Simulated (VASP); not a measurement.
Set up this calculation in VASP 6.6.1, as the native input.

| Quantity | Value |
| --- | --- |
| Task | relaxation of cell and atoms |
| Functional | BLYP |
| Potentials or basis | VASP PAW PBE potentials, release 64 (W_sv) |
| Cutoff | 600 eV |
| k mesh | 12 × 12 × 12 |
| Occupations | fermi-dirac, width 0.05 eV |
| Spin | no spin polarisation |
| Further INCAR settings | ALGO = Fast; EDIFF = 1e-07; IBRION = 2; EDIFFG = -0.01; NSW = 40; ISIF = 3 |

The structure of W lies in POSCAR:

```
W
1.0
   -1.5823450000      1.5823450000      1.5823450000
    1.5823450000     -1.5823450000      1.5823450000
    1.5823450000      1.5823450000     -1.5823450000
W
1
Direct
    0.0000000000      0.0000000000      0.0000000000
```

One way to write it, as run:

INCAR

```
SYSTEM = W
  PREC = Accurate
  ENCUT = 600
  EDIFF = 1E-7
  ISMEAR = -1
  SIGMA = 0.05
  LREAL = .FALSE.
  LASPH = .TRUE.
  NELM = 100
  ALGO = Fast
  ISIF = 3
  LWAVE = .FALSE.
  LCHARG = .FALSE.
  GGA = B5
  ALDAX = 1.0
  AGGAX = 1.0
  AGGAC = 1.0
  ALDAC = 0.0
  IBRION = 2
  NSW = 40
  EDIFFG = -0.01
```

KPOINTS

```
regular mesh
0
G
  12 12 12
  0 0 0
```

Potentials or basis: VASP PAW PBE potentials, release 64 (W_sv).

Command:

```console
$ cat potpaw_PBE.64/W_sv/POTCAR > POTCAR
$ mpirun -np 1 vasp_std > vasp.out
```

Results of the run:

* Relaxed volume: 16.78 Å³/atom
* Relaxed cell: a = 2.793 Å, b = 2.793 Å, c = 2.793 Å, α = 109.47°, β = 109.47°, γ = 109.47°
* Space group after relaxing (to 0.05 Å): Im-3m (No. 229)
* Energy gained by relaxing: 47.9 meV/atom
* Ionic steps: 4
* Pressure after relaxing: -0.1 GPa
* Band gap on the k mesh: none (metal or under the smearing width)

Caveat: the PAW data sets were made with another functional, which shifts forces and pressure a little.

It took 46 s on 1 thread of Intel(R) Xeon(R) Platinum 8488C (Sapphire Rapids), with other jobs on the host, peak memory 0.15 GiB.
